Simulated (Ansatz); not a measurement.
# HfO2 (Fm-3m): modes against biaxial strain in the (001) plane, part 2 of 2

Wanted: the shifts of the zone-centre modes of HfO2 (Fm-3m) with strain.

Ansatz 0.2.0; DFT LDA, scalar-relativistic, plane waves, PAW; PAW set soft_1.

So far, highest optical mode at the zone centre (no LO-TO term) (cm⁻¹): step 5 (zone-centre response at rest) 596; step 7 (strain 4 %) 600.

### Step 8. A member of the series: biaxial strain of -4 % in the (001) plane

The cell takes a biaxial strain of -4 % in the (001) plane. The strained lengths are held, while the rest of the cell and the atoms relax.

Contents of input.yaml:

```yaml
crystal:
  lattice:
    - [0.0, 2.4008315998, 2.5336216773]
    - [2.4008315998, 0.0, 2.5336216773]
    - [2.4008315998, 2.4008315998, 0.0]
  atoms:
    - { symbol: O, position: [0.25, 0.25, 0.25] }
    - { symbol: O, position: [0.75, 0.75, 0.75] }
    - { symbol: Hf, position: [0.0, 0.0, 0.0] }
  conventional_axes: [[-1, 1, 1], [1, -1, 1], [1, 1, -1]]
kpoints:
  mp_grid: { grid: [8, 8, 8] }
hamiltonian:
  xc: lda
  pseudopotentials: { kind: paw, azcp: { folder: soft_1 }, xc_functional: pbe }
scf:
  occupations: { method: fixed }
output:
  forces: true
  stress: true
  eigenvalues: true
relax:
  adjacent_minimum: "off"
  f_tol: 0.001
  max_steps: 60
  cell: { stress_tol: 0.01, fix: [a, b, gamma] }
```

On the command line:

```bash
$ ansatz run input.yaml --threads 8 --pin off --max-ram 20480MiB --backend cpu --events-out ev --progress --plain --runs-dir out
```

Elapsed: 5.9 s, on 8 threads of Arm Neoverse N1, shared host; peak memory 0.37 GiB.

The steps of the relaxation:

```
step  energy less that of the first step (eV)  largest force component (eV/Å)  pressure (GPa)  volume (Å³)
   1                                   0.0000                          0.0000           22.49        29.21
   2                                  -0.0001                          0.0000           19.91        29.41
   3                                  -0.0007                          0.0000           20.70        29.35
   4                                  -0.0007                          0.0000           20.71        29.35
  5*                                  -0.0015                          0.0000           20.76        29.35
   6                                  -0.0015                          0.0000           20.73        29.35
   7                                  -0.0015                          0.0000           20.72        29.35
  8*                                  -0.0015                          0.0000           20.72        29.35
```

Relaxation steps marked * repeat the geometry before them on a plane-wave basis chosen anew for their cell, so energy and pressure can jump there.

Forces are held to the 16 operations that the run works with; a distortion that breaks them can't arise in this run.

```
conventional cell, symmetrised  before  after  change
                         a (Å)   3.395  3.395  -0.0 %
                         b (Å)   3.395  3.395  -0.0 %
                         c (Å)   5.067  5.092  +0.5 %
              volume (Å³/atom)    9.74   9.78  +0.5 %
```

Final coordinates:

```
O Hf
1.0
     0.00000    2.40083    2.54590
     2.40083    0.00000    2.54590
     2.40083    2.40083    0.00000
O Hf
2 1
Direct
  0.25000 0.25000 0.25000
  0.75000 0.75000 0.75000
  0.00000 0.00000 0.00000
```

This step gave:

| Quantity | Value |
| --- | --- |
| pressure | 20.72 GPa |
| gap on the k-mesh | 3.065 eV |
| volume per atom | 9.783 Å³ |

The forces vanish by symmetry.

### Step 9. Zone-centre modes of the member: biaxial strain of -4 % in the (001) plane

The zone-centre modes follow for biaxial strain of -4 % in the (001) plane, with the response to a field.

input.yaml, the sections that differ from step 8:

```yaml
crystal:
  lattice:
    - [0.0, 2.4008315998, 2.5458982633]
    - [2.4008315998, 0.0, 2.5458982633]
    - [2.4008315998, 2.4008315998, 0.0]
  atoms:
    - { symbol: O, position: [0.25, 0.25, 0.25] }
    - { symbol: O, position: [0.75, 0.75, 0.75] }
    - { symbol: Hf, position: [0.0, 0.0, 0.0] }
output:
  eigenvalues: true
phonons:
  method: dfpt
  dielectric: true
  rigid_motions: translations
# kpoints, hamiltonian, scf: as in step 8
# relax: removed
```

Wall time 61 s (8 threads); peak memory 1.2 GiB.

Numbers from this step:

* sum-rule residual before enforcement: 1.19e-4 eV/Å²
* miss of the charge sum rule: 8.46e-4 e
* estimated error of the dielectric tensor: 0.01467
* estimated error of the Born charges: 0.02881 e
* highest optical mode at the zone centre (no LO-TO term): 685.4 cm⁻¹
* lowest optical zone-centre mode: 305.9 cm⁻¹
* mean high-frequency dielectric constant: 5.438
* largest Born charge (third of the trace): 5.641 e
* mean static dielectric constant: 26.48
* top of the zone-centre spectrum with the field: 687.3 cm⁻¹

Without the LO-TO term. Patterns of degenerate modes are one choice out of their space. The modes at Γ (shares of kinetic energy by element, %):

```
mode  frequency (cm⁻¹)  symmetry  O %  Hf %
   1               0.0  acoustic   15    85
   2               0.0  acoustic   15    85
   3               0.0  acoustic   15    85
   4             305.9        Eu   85    15
   5             305.9        Eu   85    15
   6             306.0       A2u   85    15
   7             586.1       B1g  100     0
   8             685.4        Eg  100     0
   9             685.4        Eg  100     0
```

Transverse modes. Infrared lines, with heights relative to the strongest:

```
position (cm⁻¹)  lines merged  relative intensity
            306             2                 100
            586             1                 0.0
            685             1                 0.0
```

Without the LO-TO term the lowest optical mode is real, 306 cm⁻¹, and the highest lies at 685.4 cm⁻¹.

For the highest optical mode at the zone centre (no LO-TO term), step 5 gave 596 cm⁻¹; this run, with strain -4 %, gives 685 cm⁻¹ (+15 %).

### Step 10. The series together

The members are set side by side, also those not shown above.

Stress is positive in compression; energies are extrapolated to zero smearing, and E0 is that at rest; the axis is the normal of the plane; the edges not held and the atoms are relaxed in each cell. State of the crystal along the series:

```
strain (%)  in-plane stress (GPa)  free strain along [001] (%)  E - E0 (meV/atom)  gap on mesh (eV)  ε∞ along the axis  ε∞ across the axis, mean  ε0 along the axis  ε0 across the axis, mean  largest Born charge in size, a third of the trace (e)  top mode with the field, highest of q along x, y and z (cm⁻¹)
        -4                  31.08                        1.801              76.16             3.065              5.728                     5.293               28.9                     25.26                                                  5.641                                                          687.3
        -3                  22.55                         1.31              42.07             3.292              5.625                     5.308               29.9                     26.81                                                  5.625                                                          673.3
        -2                  14.54                       0.8474              18.34             3.487              5.538                     5.331              31.15                     28.79                                                   5.61                                                          658.9
        -1                  7.027                       0.4114              4.466             3.635              5.461                      5.36              32.75                     31.36                                                  5.599                                                          644.6
         0                0.00143                            0                  0             3.661              5.395                     5.395              34.76                     34.76                                                   5.59                                                          630.4
         1                 -6.559                      -0.3823              4.271             3.518              5.338                     5.435              37.28                     39.32                                                  5.583                                                          619.7
         2                 -12.68                      -0.7393              16.95             3.352              5.291                      5.48               40.5                     45.72                                                  5.578                                                          608.5
         3                 -18.37                       -1.069              37.52             3.151              5.252                     5.529              44.63                      55.2                                                  5.575                                                          599.6
         4                 -23.67                       -1.374               65.6             2.955              5.221                     5.584              50.12                     70.61                                                  5.574                                                            600
```

Without the LO-TO term; optical modes are counted from below at rest and tracked from member to member by their patterns, and modes that stay within 0.3 cm⁻¹ of each other stand once; labels, where given, are those at rest, then, where named, those of the strained cell; the edges not held and the atoms are relaxed in each cell. Optical modes along the series:

```
strain (%)  optical mode 1 T1u to Eu pair part (cm⁻¹)  optical mode 2 T1u to A2u single part (cm⁻¹)  optical mode 3 T2g to Eg pair part (cm⁻¹)  optical mode 4 T2g single part (cm⁻¹)
        -4                                      305.9                                           306                                      685.4                                  586.1
        -3                                      293.6                                           292                                      663.3                                  589.6
        -2                                      279.9                                         277.8                                      641.1                                  592.5
        -1                                      264.9                                         263.2                                      618.9                                  594.7
         0                                      248.3                                         248.3                                      596.5                                  596.5
         1                                      230.4                                         233.2                                      573.9                                  597.8
         2                                      210.7                                         217.7                                      551.3                                  598.9
         3                                        189                                         201.9                                      528.4                                  599.6
         4                                      164.6                                         185.5                                      505.3                                    600
```

Value and slope at zero strain of a cubic (a lower polynomial where under five rows exist) through the rows within 2 % of rest. Slopes at rest:

```
                                 mode  frequency (cm⁻¹)  shift per percent of strain (cm⁻¹)  shift per GPa of compressive stress (cm⁻¹)
   optical mode 1 T1u to Eu pair part             248.4                              -17.23                                        2.54
optical mode 2 T1u to A2u single part             248.4                                 -15                                        2.21
   optical mode 3 T2g to Eg pair part             596.5                              -22.46                                        3.31
       optical mode 4 T2g single part             596.5                                1.56                                       -0.23
```

### Step 11. Outcome

| Item | Value |
| --- | --- |
| members | 9 |
| highest optical mode at the zone centre (no LO-TO term), at rest | 596.5 cm⁻¹ |
| biaxial modulus in the (001) plane | 679 GPa |
| optical mode 1 T1u to Eu pair part, shift per percent | -17.23 cm⁻¹ |
| optical mode 2 T1u to A2u single part, shift per percent | -15.00 cm⁻¹ |
| optical mode 3 T2g to Eg pair part, shift per percent | -22.46 cm⁻¹ |
| optical mode 4 T2g single part, shift per percent | 1.56 cm⁻¹ |

What this shows: The stress changes by 6.79 GPa for each percent, a biaxial modulus of 679 GPa in the (001) plane. For each percent the free edge responds with -0.40 %. The strain lowers the symmetry: the level at 596.5 cm⁻¹ splits, into 685.4 and 586.1 cm⁻¹ at -4 %. Within 2 % of rest optical mode 4 T2g single part bends away from a straight line, so a single slope holds only near rest. The fastest shift in the table of slopes is -22.5 cm⁻¹ for each percent (optical mode 3 T2g to Eg pair part), or 3.3 cm⁻¹ for each GPa of compressive stress. For small strain, the measured shift of a line that Raman or infrared light can see, divided by its slope, estimates the stress, if the state of stress is of this kind. For infrared-active modes these slopes hold for the transverse lines; longitudinal ones carry the field and shift otherwise. These are harmonic frequencies at zero temperature: anharmonic shifts, linewidths and thermal expansion are left out. Spin-orbit coupling is left out, which can matter for the heavy elements here. The PAW files were made for PBE; the program adapts parts of them to the functional of the run, but their partial waves stay those of PBE, an approximation that was not tested in this session. Only the zone centre was solved, so an instability at another wavevector cannot show here. The cubic phase of this oxide is a high-temperature one, known to be unstable at zero temperature to an oxygen mode at X.

[Logs are printed without paths, hosts, clocks, repeated set-up lines and the standing remarks that a program may print on its own settings, such as how far it seeks lower states.]

[Hosts, paths, dates, database ids (printed as entryN), source tags and the programs' standing remarks are cut or masked in the printed files.]
